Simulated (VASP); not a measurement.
## Nb(100), as cut: electronic structure

Aim: model Nb(100) by a slab and find how far its highest filled level lies below the vacuum.

Program: VASP 6.6.1. Level of theory: PBE; plane waves and PAW (Nb_pv). Results are calculated unless marked as measured.

### 1. Starting point

The cell holds 7 atoms: 7 Nb. Cell: a = 3.300 Å, b = 3.300 Å, c = 27.900 Å, α = 90.0°, β = 90.0°, γ = 90.0°. Vacuum lies along c.

Coordinates:

```xyz
7
Lattice="3.3000 0.0000 0.0000 0.0000 3.3000 0.0000 0.0000 0.0000 27.9000" Properties=species:S:1:pos:R:3
Nb    0.0000    0.0000    9.0000
Nb    1.6500    1.6500   10.6500
Nb    0.0000    0.0000   12.3000
Nb    1.6500    1.6500   13.9500
Nb    0.0000    0.0000   15.6000
Nb    1.6500    1.6500   17.2500
Nb    0.0000    0.0000   18.9000
```

### 2. Potential and states of the slab

A static run writes the electrostatic potential without exchange and correlation (LVHAR), which is flat in the vacuum and gives the level to count from. The dipole correction cancels the field that unlike faces would set up across the vacuum.

INCAR reads:

```
SYSTEM = Nb
PREC = Normal
ENCUT = 300
EDIFF = 1E-06
NELM = 120
ISMEAR = -1
SIGMA = 0.1
LREAL = .FALSE.
ALGO = Fast
GGA = PE
NBANDS = 58
LORBIT = 11
LWAVE = .FALSE.
LCHARG = .TRUE.
IDIPOL = 3
LDIPOL = .TRUE.
DIPOL = 0.5 0.5 0.5
LVHAR = .TRUE.
LVACPOTAV = .TRUE.
LELF = .TRUE.
NEDOS = 1500
```

POSCAR reads:

```
Nb
1.0
    3.3000000000      0.0000000000      0.0000000000
    0.0000000000      3.3000000000      0.0000000000
    0.0000000000      0.0000000000     27.9000000000
Nb
7
Direct
    0.0000000000      0.0000000000      0.3225806452
    0.5000000000      0.5000000000      0.3817204301
    0.0000000000      0.0000000000      0.4408602151
    0.5000000000      0.5000000000      0.5000000000
    0.0000000000      0.0000000000      0.5591397849
    0.5000000000      0.5000000000      0.6182795699
    0.0000000000      0.0000000000      0.6774193548
```

KPOINTS reads:

```
Automatic mesh
0
Gamma
12 12 1
0 0 0
```

The projector-augmented-wave data sets are Nb_pv (PBE family, release 64).

Run with:

```bash
$ mpirun -np 2 vasp_std
```

The log of the run:

```text
[banner, memory and clock lines left out]
running    2 mpi-ranks, on    1 nodes
 distrk:  each k-point on    2 cores,    1 groups
 distr:  one band on    1 cores,    2 groups

 POSCAR found type information on POSCAR Nb
 POSCAR found :  1 types and       7 ions
 LDA part: xc-table for (Slater+PW92), standard interpolation
 POSCAR, INCAR and KPOINTS ok, starting setup
 FFT: planning ... GRIDC
 FFT: planning ... GRID_SOFT
 FFT: planning ... GRID
 WAVECAR not read
 entering main loop
       N       E                     dE             d eps       ncg     rms          rms(c)
DAV:   1     0.669110424351E+03    0.66911E+03   -0.31771E+04  3936   0.835E+02
DAV:   2    -0.334292335465E+02   -0.70254E+03   -0.67046E+03  3464   0.477E+02
DAV:   3    -0.739123882994E+02   -0.40483E+02   -0.37239E+02  4824   0.102E+02
DAV:   4    -0.763111274463E+02   -0.23987E+01   -0.23277E+01  4936   0.258E+01
DAV:   5    -0.763943956942E+02   -0.83268E-01   -0.82427E-01  5312   0.492E+00    0.452E+01
RMM:   6    -0.112397827626E+03   -0.36003E+02   -0.69301E+01  4976   0.276E+01    0.309E+01
RMM:   7    -0.114423453081E+03   -0.20256E+01   -0.41666E+01  4961   0.283E+01    0.290E+01
RMM:   8    -0.754615847065E+02    0.38962E+02   -0.17176E+01  4313   0.214E+01    0.208E+01
RMM:   9    -0.692954104731E+02    0.61662E+01   -0.17872E+00  3850   0.994E+00    0.120E+01
RMM:  10    -0.678690881290E+02    0.14263E+01   -0.17149E+00  4855   0.426E+00    0.698E+00
RMM:  11    -0.679416226892E+02   -0.72535E-01   -0.29511E-01  5206   0.191E+00    0.763E+00
RMM:  12    -0.677351442505E+02    0.20648E+00   -0.15350E-01  5064   0.131E+00    0.718E+00
RMM:  13    -0.673718243264E+02    0.36332E+00   -0.64198E-01  5198   0.359E+00    0.452E+00
RMM:  14    -0.673728916938E+02   -0.10674E-02   -0.17896E-01  5044   0.168E+00    0.307E+00
RMM:  15    -0.673676009091E+02    0.52908E-02   -0.28360E-02  4765   0.798E-01    0.289E+00
RMM:  16    -0.673670768231E+02    0.52409E-03   -0.10728E-02  4953   0.366E-01    0.259E+00
RMM:  17    -0.673587707347E+02    0.83061E-02   -0.10878E-02  4780   0.523E-01    0.146E+00
RMM:  18    -0.673576522058E+02    0.11185E-02   -0.48863E-03  5050   0.265E-01    0.103E+00
RMM:  19    -0.673572637005E+02    0.38851E-03   -0.21091E-03  5208   0.176E-01    0.438E-01
RMM:  20    -0.673570309805E+02    0.23272E-03   -0.68413E-04  5311   0.106E-01    0.385E-01
RMM:  21    -0.673570169567E+02    0.14024E-04   -0.30124E-04  5191   0.568E-02    0.240E-01
RMM:  22    -0.673570128690E+02    0.40876E-05   -0.43611E-04  4972   0.774E-02    0.327E-02
RMM:  23    -0.673570222844E+02   -0.94154E-05   -0.11521E-04  5479   0.376E-02    0.101E-02
RMM:  24    -0.673570574328E+02   -0.35148E-04   -0.41173E-05  4546   0.168E-02    0.161E-02
RMM:  25    -0.673570868310E+02   -0.29398E-04   -0.17745E-05  3906   0.996E-03    0.116E-02
RMM:  26    -0.673570967074E+02   -0.98764E-05   -0.84263E-06  3613   0.891E-03    0.126E-02
RMM:  27    -0.673571016612E+02   -0.49538E-05   -0.54525E-06  3565   0.761E-03    0.787E-03
RMM:  28    -0.673571034753E+02   -0.18142E-05   -0.24749E-06  3280   0.807E-03    0.702E-03
RMM:  29    -0.673571044114E+02   -0.93609E-06   -0.11050E-06  3166   0.400E-03
|                                                                             |
|           W    W    AA    RRRRR   N    N  II  N    N   GGGG   !!!           |
|           W    W   A  A   R    R  NN   N  II  NN   N  G    G  !!!           |
|           W    W  A    A  R    R  N N  N  II  N N  N  G       !!!           |
|           W WW W  AAAAAA  RRRRR   N  N N  II  N  N N  G  GGG   !            |
|           WW  WW  A    A  R   R   N   NN  II  N   NN  G    G                |
|           W    W  A    A  R    R  N    N  II  N    N   GGGG   !!!           |
|                                                                             |
|     Did not find any points to average over, which means that no vacuum     |
|     field-free region was found. Please increase the size of  your cell     |
|     in the dimension of the dipole correction to obtain accurate            |
|     workfunction values.                                                    |
|                                                                             |

   1 F= -.67357104E+02 E0= -.67194367E+02  d E =-.325475E+00
```

Wall time 4.1 min (2 MPI ranks of AMD EPYC 7R43, shared host); peak memory 0.33 GiB.

The logs omit lines about the potential files and the build; timing stands in the text.

From OUTCAR (step 2):

```text
ion  position               nearest neighbor table
   1  0.000  0.000  0.323-   2 2.86   2 2.86   2 2.86   2 2.86   3 3.30
   2  0.500  0.500  0.382-   1 2.86   1 2.86   1 2.86   1 2.86   3 2.86   3 2.86   3 2.86   3 2.86
                             4 3.30
   3  0.000  0.000  0.441-   4 2.86   4 2.86   4 2.86   4 2.86   2 2.86   2 2.86   2 2.86   2 2.86
                             5 3.30   1 3.30
   4  0.500  0.500  0.500-   3 2.86   5 2.86   3 2.86   5 2.86   3 2.86   5 2.86   3 2.86   5 2.86
                             2 3.30   6 3.30
   5  0.000  0.000  0.559-   4 2.86   4 2.86   4 2.86   4 2.86   6 2.86   6 2.86   6 2.86   6 2.86
                             3 3.30   7 3.30
   6  0.500  0.500  0.618-   7 2.86   7 2.86   7 2.86   7 2.86   5 2.86   5 2.86   5 2.86   5 2.86
                             4 3.30
   7  0.000  0.000  0.677-   6 2.86   6 2.86   6 2.86   6 2.86   5 3.30

  LATTYP: Found a simple tetragonal cell.
 ALAT       =     3.3000000000
 C/A-ratio  =     8.4545454545

 Subroutine GETGRP returns: Found 16 space group operations
 (whereof 16 operations were pure point group operations)

The static configuration has the point symmetry D_4h.

 Found     28 irreducible k-points:

   k-points           NKPTS =     28   k-points in BZ     NKDIM =     28   number of bands    NBANDS=     58

   dimension x,y,z NGX =    14 NGY =   14 NGZ =  120
   dimension x,y,z NGXF=    28 NGYF=   28 NGZF=  240

   ENCUT  =  300.0 eV  22.05 Ry    4.70 a.u.   4.66  4.66 39.40*2*pi/ulx,y,z

   NELECT =      77.0000    total number of electrons

 k-points in reciprocal lattice and weights: Automatic mesh
   0.00000000  0.00000000  0.00000000       0.007
   0.08333333  0.00000000  0.00000000       0.028
   0.16666667  0.00000000  0.00000000       0.028
   0.25000000  0.00000000  0.00000000       0.028
   0.33333333  0.00000000  0.00000000       0.028
   0.41666667  0.00000000  0.00000000       0.028
   0.50000000  0.00000000  0.00000000       0.014
   0.08333333  0.08333333  0.00000000       0.028
   0.16666667  0.08333333  0.00000000       0.056
[...]
0.50000000  0.41666667  0.00000000       0.028
   0.50000000  0.50000000  0.00000000       0.007

 dipolmoment           0.000000      0.000000     -0.000000 electrons x Angstroem

 average (electrostatic) potential at core
       1 -40.8575       2 -40.1102       3 -39.9918       4 -39.9596       5 -39.9918
       6 -40.1102       7 -40.8575

 E-fermi :   0.0922

 k-point     1 :       0.0000    0.0000    0.0000
  band No.  band energies     occupation
    ...
     31      -2.3096      2.00000
     32      -1.1844      1.99999
     33       0.1485      0.72562
     34       0.1706      0.62717
     35       0.1770      0.59983
     36       0.2607      0.31299
     37       0.2607      0.31299
     38       0.2935      0.23581
     39       0.2935      0.23581
     40       0.4589      0.04982
    ...

 k-point     2 :       0.0833    0.0000    0.0000
  band No.  band energies     occupation
    ...
     33      -0.1517      1.83954
     34       0.0274      1.31330
     35       0.0760      1.08111
     36       0.0806      1.05799
     37       0.0813      1.05454
     38       0.2651      0.30154
     39       0.2863      0.25103
     40       0.4087      0.08098
     41       0.5208      0.02714
     42       0.5725      0.01628
    ...

 k-point     3 :       0.1667    0.0000    0.0000
  band No.  band energies     occupation
    ...
     35      -0.3628      1.97910
     36      -0.1424      1.82525
     37      -0.0328      1.55456
     38       0.0054      1.40890
     39       0.1124      0.89942
     40       0.2168      0.44680
     41       0.7335      0.00327
     42       0.8136      0.00147
     43       0.8716      0.00082
     44       0.8873      0.00070
    ...

  Total       -3.6259072     -3.6259072     -1.8296574      0.0000000      0.0000000      0.0000000
  in kB      -19.1203214    -19.1203214     -9.6482439      0.0000000      0.0000000      0.0000000
  external PRESSURE =     -15.9629623 kB  Pullay stress =       0.0000000 kB

  energy-cutoff  :      300.00
  volume of cell :      303.83
      direct lattice vectors                 reciprocal lattice vectors
     3.300000000  0.000000000  0.000000000     0.303030303  0.000000000  0.000000000
     0.000000000  3.300000000  0.000000000     0.000000000  0.303030303  0.000000000
     0.000000000  0.000000000 27.900000000     0.000000000  0.000000000  0.035842294

 POSITION                                       TOTAL-FORCE (eV/Angst)
 -----------------------------------------------------------------------------------
      0.00000      0.00000      9.00000         0.000000     -0.000000      0.842993
      1.65000      1.65000     10.65000         0.000000     -0.000000     -0.879861
      0.00000      0.00000     12.30000         0.000000      0.000000     -0.404152
      1.65000      1.65000     13.95000         0.000000     -0.000000      0.000000
      0.00000      0.00000     15.60000        -0.000000     -0.000000      0.404152
      1.65000      1.65000     17.25000         0.000000     -0.000000      0.879861
      0.00000      0.00000     18.90000         0.000000      0.000000     -0.842993
 -----------------------------------------------------------------------------------
    total drift:                                0.000000      0.000000     -0.000000

  FREE ENERGIE OF THE ION-ELECTRON SYSTEM (eV)
  ---------------------------------------------------
  free  energy   TOTEN  =       -67.3571044114 eV

  energy  without entropy=      -67.0316290953  energy(sigma->0) =      -67.19436675

 vacuum level on the upper side and lower side of the slab         3.818         3.818

 total charge
# of ion       s       p       d       tot
------------------------------------------
    1        0.394   6.154   2.946   9.494
    2        0.429   6.314   3.081   9.825
    3        0.423   6.308   3.119   9.849
    4        0.426   6.306   3.123   9.854
    5        0.423   6.308   3.119   9.849
    6        0.429   6.314   3.081   9.825
    7        0.394   6.154   2.946   9.494
--------------------------------------------------
tot          2.918  43.858  21.415  68.191

[... 3 further parts left out ...]
```

This run has no spin polarisation. Its electron count is odd, so without a moment it is a metal by construction.

This step gave:

| Property | Result |
| --- | --- |
| electronic cycles | 29 |
| electrons | 77 |
| free energy (TOTEN) | -67.3571 eV |
| energy at zero smearing | -67.1944 eV |
| Fermi energy | 0.0922 eV |
| labelled metallic, from the levels on this mesh | yes |
| DOS at the Fermi level | 9.698 states/eV/cell |
| dipole moment | 0, 0, 0 e·Å |
| vacuum levels | 3.818, 3.818 eV |
| work functions of the upper and lower face | 3.726, 3.726 eV |

The density of states has structure finer than the step of the table below, so its rows give means over 1 eV, whole bins alone (the curve runs from -12.0 to 7.22 eV). Peaks (eV: height): total -1.5: 11.5, -0.6: 11.4, 0.2: 11.7, 3.7: 12.1; Nb s -3.2: 1.24; Nb p -2.6: 0.605, -0.5: 1.09, 1.8: 0.593; Nb d -1.5: 8.65, 0.2: 8.23, 3.7: 10.7.

Table of density of states by energy, zero at the Fermi level; means over each step; values in states/eV/cell:

| energy (eV) | total | Nb s | Nb p | Nb d |
| --- | --- | --- | --- | --- |
| -7 | 0 | 0 | 0 | 0 |
| -6 | 0.0813 | 0.0482 | 0.00163 | 6.5e-5 |
| -5 | 0.545 | 0.295 | 0.0294 | 0.0100 |
| -4 | 2.01 | 0.671 | 0.130 | 0.552 |
| -3 | 7.98 | 1.19 | 0.430 | 4.16 |
| -2 | 9.03 | 0.442 | 0.537 | 6.00 |
| -1 | 10.6 | 0.164 | 0.775 | 7.47 |
| 0 | 9.98 | 0.167 | 0.844 | 6.80 |
| 1 | 5.97 | 0.0879 | 0.530 | 3.84 |
| 2 | 8.32 | 0.115 | 0.516 | 6.04 |
| 3 | 9.48 | 0.0811 | 0.249 | 8.15 |
| 4 | 8.70 | 0.132 | 0.234 | 7.46 |
| 5 | 1.28 | 0.0447 | 0.0937 | 0.944 |
| 6 | 0.0298 | 6.0e-4 | 0.00164 | 0.0211 |

Zero at the Fermi level. Table of planar average of the electrostatic potential by height:

| height (Å) | planar average of the electrostatic potential (eV) |
| --- | --- |
| 0 | 3.73 |
| 1 | 3.73 |
| 2 | 3.73 |
| 3 | 3.73 |
| 4 | 3.73 |
| 5 | 3.72 |
| 6 | 3.66 |
| 7 | 3.15 |
| 8 | -0.548 |
| 9 | -5.64 |
| 10 | -4.83 |
| 11 | -5.11 |
| 12 | -5.14 |
| 13 | -4.94 |
| 14 | -5.34 |
| 15 | -4.92 |
| 16 | -5.02 |
| 17 | -5.23 |
| 18 | -4.90 |
| 19 | -5.50 |
| 20 | 0.189 |
| 21 | 3.26 |
| 22 | 3.67 |
| 23 | 3.72 |
| 24 | 3.73 |
| 25 | 3.73 |
| 26 | 3.73 |
| 27 | 3.73 |

Density of states in the PAW spheres, an atom over height of the layer and energy from the Fermi level.

Ten even steps from '_' (0.00 states/eV) to '@' (2.14 states/eV), each cell a mean:
```
@@--::--::--@@
##==--++--==##
++==++++++==++
++==++++++==++
++++++++++++++
++**++**++**++
==++------++==
======--======
--++======++--
::--==--==--::
..::------::..
____......____
______________
______________
______________
______________
______________
______________
______________
______________
______________
______________
```
Columns: height of the layer (Å) from 9 to 18.9; rows upwards: energy from the Fermi level (eV) from -7.9 to 0.5.

Force by atom:

| atom | x (eV/Å) | y (eV/Å) | z (eV/Å) | size |
| --- | --- | --- | --- | --- |
| Nb1 | 0.000 | 0.000 | 0.843 | 0.843 |
| Nb2 | 0.000 | 0.000 | -0.880 | 0.880 |
| Nb3 | 0.000 | 0.000 | -0.404 | 0.404 |
| Nb4 | 0.000 | 0.000 | 0.000 | 0.000 |
| Nb5 | 0.000 | 0.000 | 0.404 | 0.404 |
| Nb6 | 0.000 | 0.000 | 0.880 | 0.880 |
| Nb7 | 0.000 | 0.000 | -0.843 | 0.843 |

Valence density in the ca plane at fractional y = 0.000, with atoms of Nb within 0.2 Å of it. It is the smooth field of the valence electrons, not physical close to the nuclei.

Ten even steps from '0' (0.0 e/Å³) to '9' (4.5 e/Å³), each cell a mean:
```
02687310002687410001588410001588510000000000
01343100001344200001244200001244200000000000
00011000000011000000011000000011000000000000
00000000000000000000000000000000000000000000
00000000000000000000000000000000000000000000
00000000000000000000000000000000000000000000
00122100000122100000122100000122100000000000
02575200001466310001466310001366410000000000
03798410002798410002699510002599610000000000
```
Columns run along c (16.0 Å, from fractional 0.28 to 0.86 of the cell), rows up along a (3.3 Å). Atoms in or near the plane, at fractional coordinates: Nb at (0.32, 0.00), Nb at (0.44, 0.00), Nb at (0.56, 0.00), Nb at (0.68, 0.00).

Electrostatic potential energy in the ca plane at fractional y = 0.000, with atoms of Nb within 0.2 Å of it. With pseudopotentials it is smooth inside the atoms' cores, unlike the true potential.

Ten even steps from '0' (-22 eV) to '9' (4 eV), each cell a mean:
```
53100258863100258874100247974100136899999999
64222478985322468985322368985322357899999999
86545689987555689987655689997654578999999999
98878899998888899999888899999887889999999999
98888999999888999999988999999988899999999999
87666889998766789998766789998766789999999999
75333579986433578986433578986433468999999999
63101368974201358974211258984200247899999999
52000258863000148863100147974100136899999999
```
Columns run along c (16.0 Å, from fractional 0.28 to 0.86 of the cell; values clipped at the 3rd and 97th percentile), rows up along a (3.3 Å). Atoms in or near the plane, at fractional coordinates: Nb at (0.32, 0.00), Nb at (0.44, 0.00), Nb at (0.56, 0.00), Nb at (0.68, 0.00).

ELF in the ca plane at fractional y = 0.000, with atoms of Nb within 0.2 Å of it. It is the smooth field of the valence electrons, not physical close to the nuclei.

Ten even steps from '0' (0.00) to '9' (0.55), each cell a mean:
```
26511565745511554745511553765611562111000050
24766657854655656865655655875666742111000000
22345568885444458886444457887555322221100000
33346898788644688788644688789864333322100000
33457997778766788778865788779985433332100000
22345678886433468886433468887654322221100000
23666658964655657875655646985666632211000000
26633656845632654745632654765633662111000020
36400465734400443634400343655500463111000020
```
Columns run along c (16.0 Å, from fractional 0.28 to 0.86 of the cell), rows up along a (3.3 Å). Atoms in or near the plane, at fractional coordinates: Nb at (0.32, 0.00), Nb at (0.44, 0.00), Nb at (0.56, 0.00), Nb at (0.68, 0.00).

Only the dipole across the slab is computed (IDIPOL = 3); zeros along the plane are no results.

The density of states holds every band computed, so its fall toward the upper end of the range is no gap.

The map of layer states is cut here 0.5 eV above the Fermi level, so it leaves out the states above that.

The vacuum level lies 3.73 eV above the Fermi level at the upper face; both faces agree, as the slab has next to no dipole.

The program found no field-free point at its default tolerance, but its printed level agrees with the flat part of the planar average.

On this mesh the fine structure of the density of states is sampling noise, and high empty states may be cut by the number of bands.

### 3. Derived quantities

This step: slab, PBE; plane waves and PAW (VASP 6.6.1).

This step runs nothing: it gathers the runs above.

### 4. Results

| Property | Result |
| --- | --- |
| work function of the slab | 3.73 eV |

What this shows: The work function is 3.73 eV at both faces. No atom was relaxed. The cell in the plane was kept as given and was not relaxed here.

[Lines on the potential files, build, host, timing and source positions are cut from VASP's logs without a mark.]

[Logs are printed without paths, hosts, clocks, repeated set-up lines and the standing remarks that a program may print on its own settings, such as how far it seeks lower states.]

[Hosts, paths, dates, database ids (printed as entryN), source tags and the programs' standing remarks are cut or masked in the printed files.]

[In band tables of VASP the shares of atoms and orbitals are scaled to a sum of 1 inside the atoms' spheres.]

[Runs that stopped without an error message from VASP are left out.]
